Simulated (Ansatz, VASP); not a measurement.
Cs in VASP and in Ansatz

```xyz
1
Lattice="0.0000 3.8081 3.8081 3.8081 0.0000 3.8081 3.8081 3.8081 0.0000" Properties=species:S:1:pos:R:3 pbc="T T T"
Cs    0.0000    0.0000    0.0000
```

The cell was built by a generator and needn't be a form met in nature.

Alike in both runs: functional PBEsol; k mesh 7 × 7 × 7; occupations fermi-dirac, width 0.1 eV; no spin polarisation.

Ansatz relaxed the structure, and its values are those at the end. VASP's run is a single point on that final structure, the one shown.

```csv
,VASP,Ansatz
version,VASP 6.6.1,Ansatz 0.2.0
potentials or method,"VASP PAW PBE potentials, release 64 (Cs_sv)","plane waves (420 eV) with PAW, scalar-relativistic"
plane-wave cutoff (eV),520,420
valence electrons in the cell,9,9
```

|  | VASP | Ansatz | Ansatz less VASP |
| --- | --- | --- | --- |
| pressure (GPa) | 0.0 | 0.0 | +0.01 |

The functional is the same, so the differences come from potentials, cutoffs and numerics. Ansatz warned: «pseudo_functional_mismatch».

Caveats: the PAW data sets were made with another functional, which shifts forces and pressure a little (VASP). Spin-orbit coupling is left out, which matters for the levels of Cs.
